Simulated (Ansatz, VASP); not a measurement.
# Ge in VASP and in Ansatz

POSCAR

```
Ge
1.0
    2.4205483000     -4.1023804828      0.0000000000
    2.4205483000      4.1023804828      0.0000000000
    0.0000000000      0.0000000000      4.8475360838
Ge
4
Direct
    0.1525000000      0.8475000000      0.0785000000
    0.6525000000      0.3475000000      0.4215000000
    0.8475000000      0.1525000000      0.9215000000
    0.3475000000      0.6525000000      0.5785000000
```

INCAR.step1

```
  PREC = Accurate
  ENCUT = 520
  ISMEAR = 0
  SIGMA = 0.1
  LREAL = F
  LASPH = T
  NELM = 100
  NBANDS = 36
  GGA = PE
  ALGO = Normal
  EDIFF = 1E-4
  LWAVE = T
  LCHARG = F
```

Contents of INCAR.step2:

```
  PREC = Accurate
  ENCUT = 520
  EDIFF = 1E-6
  ISMEAR = 0
  SIGMA = 0.1
  LREAL = F
  LASPH = T
  NELM = 100
  ALGO = Normal
  ISIF = 2
  LWAVE = F
  LCHARG = F
  METAGGA = R2SCAN
  LMIXTAU = T
  NBANDS = 36
  ISTART = 1
```

File KPOINTS:

```
Automatic mesh
0
Gamma
  4 4 4
```

Input for Ansatz:

```yaml
crystal:
  lattice:
    - [2.4205483, -4.1023804828, 0.0]
    - [2.4205483, 4.1023804828, 0.0]
    - [0.0, 0.0, 4.8475360838]
  atoms:
    - { symbol: Ge, position: [0.1525, 0.8475, 0.0785] }
    - { symbol: Ge, position: [0.6525, 0.3475, 0.4215] }
    - { symbol: Ge, position: [0.8475, 0.1525, 0.9215] }
    - { symbol: Ge, position: [0.3475, 0.6525, 0.5785] }
basis:
  ecutwfc: 500
kpoints:
  mp_grid: { grid: [4, 4, 4] }
hamiltonian:
  xc: r2scan
scf:
  occupations: { method: gaussian, width: 0.1 }
  lower_state_search: "off"
output:
  forces: true
  stress: true
  eigenvalues: true
```

Alike in both runs: task single point; functional r2SCAN; k mesh 4 × 4 × 4; occupations gaussian, width 0.1 eV; no spin polarisation.

|  | VASP | Ansatz |
| --- | --- | --- |
| version | VASP 6.6.1 | Ansatz 0.2.0 |
| potentials or method | VASP PAW PBE potentials, release 64 (Ge_d) | scalar-relativistic, plane waves, PAW |
| plane-wave cutoff (eV) | 520 | 500 |
| valence electrons in the cell | 56 | 56 |

VASP gave:

| Quantity | Value |
| --- | --- |
| gap on the k mesh at the Fermi level (eV) | none |
| pressure (GPa) | -5.4 |
| largest component of the traceless stress (GPa) | 0.87 |
| rms of the force components (eV/Å) | 0.456 |

Problem. Which values does Ansatz return?

Solution. gap on the k mesh at the Fermi level (eV): none; pressure (GPa): -5.3; largest component of the traceless stress (GPa): 0.83; rms of the force components (eV/Å): 0.454.

Atom by atom the forces differ by 0.003 eV/Å (rms over components). A gap of «none» marks a metal or a gap that the smearing closes.

Caveats: the k mesh is coarse (spacing up to 0.38 Å⁻¹), so the values aren't converged; the PAW data sets were made with another functional, which shifts forces and pressure a little (VASP).
